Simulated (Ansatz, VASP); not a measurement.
**I: VASP beside Ansatz**

Contents of INCAR:

```
PREC = Accurate
ENCUT = 520
EDIFF = 1E-6
ISMEAR = -1
SIGMA = 0.05
LREAL = False
LASPH = True
NELM = 80
ALGO = Normal
ISIF = 2
LWAVE = False
LCHARG = False
GGA = PS
NBANDS = 10
```

KPOINTS

```
regular mesh
0
Gamma
  14 14 14
```

File POSCAR:

```
I
1.0
    0.0000000000      2.5149050595      2.5149050595
    2.5149050595      0.0000000000      2.5149050595
    2.5149050595      2.5149050595      0.0000000000
I
1
Direct
    0.0000000000      0.0000000000      0.0000000000
```

Input for Ansatz:

```yaml
crystal:
  lattice:
    - [0.0, 2.5149050595, 2.5149050595]
    - [2.5149050595, 0.0, 2.5149050595]
    - [2.5149050595, 2.5149050595, 0.0]
  atoms:
    - { symbol: I, position: [0.0, 0.0, 0.0] }
kpoints:
  mp_grid: { grid: [14, 14, 14] }
  band_path:
    path:
      - [0.0, 0.0, 0.0]
      - [0.5, 0.0, 0.5]
      - [0.625, 0.25, 0.625]
      - [0.375, 0.375, 0.75]
      - [0.0, 0.0, 0.0]
      - [0.5, 0.5, 0.5]
      - [0.5, 0.25, 0.75]
      - [0.5, 0.0, 0.5]
    npoints: 14
scf:
  occupations: { method: fermi_dirac, width: 0.05 }
hamiltonian:
  xc: pbesol
  pseudopotentials: { kind: all_electron, lapw: { basis_error: 0.001 } }
output:
  forces: true
  stress: true
  eigenvalues: true
  populations: true
  dos: { projected: true, de: 0.2, e_range: [-14, 8] }
```

The real solid is made of molecules; this cell is a model form.

Alike in both runs: task single point; functional PBEsol; k mesh 14 × 14 × 14; occupations fermi-dirac, width 0.05 eV; no spin polarisation.

|  | VASP | Ansatz |
| --- | --- | --- |
| version | VASP 6.6.1 | Ansatz 0.2.0 |
| potentials or method | VASP PAW PBE potentials, release 64 (I) | all-electron LAPW, scalar-relativistic |
| plane-wave cutoff (eV) | 520 | see its input |

```csv
,VASP,Ansatz,Ansatz less VASP
pressure (GPa),0.0,0.0,+0.04
```

Ansatz ran all-electron here, so the differences hold the error of VASP's frozen core and of both bases.

Caveats: the PAW data sets were made with another functional, which shifts forces and pressure a little (VASP); an odd number of electrons without spin polarisation forces a metal; a magnetic or distorted state may lie lower. The runs have no spin-orbit coupling, so splittings on I are missing.
